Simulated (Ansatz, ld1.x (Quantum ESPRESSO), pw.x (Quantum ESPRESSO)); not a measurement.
**Equation-of-state test of one TM potential (Ru)**

- Element: Ru
- Generator: ld1.x (Quantum ESPRESSO) 7.5
- Type: norm-conserving Troullier–Martins (Kleinman–Bylander form)
- Functional: PBEsol
- Relativity: scalar-relativistic
- Frozen core: [Kr]
- Valence charge: 8
- Reference configuration: 4d7 5s1 5p0
- Partial waves: 5p (bound, empty): rc 2.55 bohr; 4d (bound): rc 2.05 bohr; 5s (bound): rc 2.10 bohr
- Local potential: the s channel
- Core correction: none

Crystal test: fcc Ru in pw.x 7.5, no spin, 15³ k-points, Fermi–Dirac smearing 0.01 Ry, cutoffs 60/240 Ry. The reference is all-electron LAPW (Ansatz 0.2.0) with the same functional, mesh and smearing; V0 and B0 come from Birch–Murnaghan fits to the pressures at five volumes. Errors are pseudo minus all-electron; Δ is the rms difference of the E(V) curves that follow from these fits, minima aligned, over ±6 % about the mean V0. Mesh and smearing are coarse, so the numbers serve the comparison and aren't converged zero-temperature values; the lattice is a test structure that the element need not adopt.

| V (Å³/atom) | P all-electron (GPa) | P pseudo (GPa) |
| --- | --- | --- |
| 12.682 | 21.13 | 49.05 |
| 13.016 | 10.45 | 35.82 |
| 13.350 | 1.19 | 24.29 |
| 13.684 | -6.81 | 14.25 |
| 14.018 | -13.74 | 5.50 |

All-electron: a0 = 3.770 Å (V0 = 13.40 Å³/atom), B0 = 338.1 GPa.

Pseudopotential: mean pressure error (GPa): +23.34. The pressure does not cross zero within the volumes sampled, so no fit is given. This is a poor potential for the solid.

**Question.** At the middle volume, how do free energy and pressure move when the wave cutoff is lowered (ecutrho kept at four times it)?

**Answer.**

| cutoff (Ry) | shift of F (meV/atom) | shift of P (GPa) |
| --- | --- | --- |
| 27 | +6211.7 | -275.59 |
| 36 | +687.8 | -53.28 |
| 48 | +11.6 | -1.71 |

The run at the middle volume (120 k-points, 9 iterations) took about 9.4 s on one core of a shared host (Neoverse-V1, 32 threads, 247 GiB, load 13).
